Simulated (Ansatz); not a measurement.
# AlAs (F-43m): a single-point run

Aim: a sound single-point run of AlAs (F-43m). The structure is shown as the input types it.

Computed with Ansatz 0.2.0 (DFT PBE, scalar-relativistic, plane waves, PAW, unless a step's input says otherwise).

### Step 1. Starting point

The structure is cubic, space group F-43m (No. 216). The conventional cell has a = 5.661 Å, b = 5.661 Å, c = 5.661 Å, α = 90.00°, β = 90.00°, γ = 90.00°. Al (site symmetry -43m) is surrounded by 4 As at 2.45 Å. Around As (site symmetry -43m) lie 4 Al at 2.45 Å.

As a file:

```xyz
2
Lattice="0.0000 2.8304 2.8304 2.8304 0.0000 2.8304 2.8304 2.8304 0.0000" Properties=species:S:1:pos:R:3 pbc="T T T"
Al    0.0000    0.0000    0.0000
As    4.2456    4.2456    4.2456
```

### Step 2. Running it

input.yaml reads:

```yaml
crystal:
  lattice:
    - [0.0, 2.83040004, 2.83040004]
    - [2.83040004, 0.0, 2.83040004]
    - [2.83040004, 2.83040004, 0.0]
  atoms:
    - { symbol: Al, position: [0.0, 0.0, 0.0] }
    - { symbol: As, position: [0.75, 0.75, 0.75] }
basis:
  ecutwfc: 420
  ecutrho_ratio: 4
kpoints:
  mp_grid: { grid: [8, 8, 8] }
hamiltonian:
  xc: pbe
scf:
  occupations: { method: gaussian, width: 0.05 }
  mixing: { algorithm: anderson, beta: 0.005, ndim: 1 }
  max_iter: 75
output:
  forces: true
  stress: true
```

Run with:

```sh
ansatz run input.yaml --threads 4 --pin off --max-ram 8192MiB --backend cpu --events-out ev --progress --plain --runs-dir out
```

**Question.** How will this run end, and is anything wrong with its input?

The run converged and reported no error. Convergence says nothing about whether the input makes sense.

Look at the input: scf.mixing.algorithm is anderson; scf.mixing.beta is 0.005; scf.mixing.ndim is 1. What could go wrong: mixing too weak. The residual crept for many cycles and then fell at once, which so weak a step can't do by itself: the program changed its mixing. Several mixing settings were changed at once, so this run can't tell how much each is to blame.

Run again and compare: delete scf.mixing.algorithm, scf.mixing.beta and scf.mixing.ndim (the default then holds).
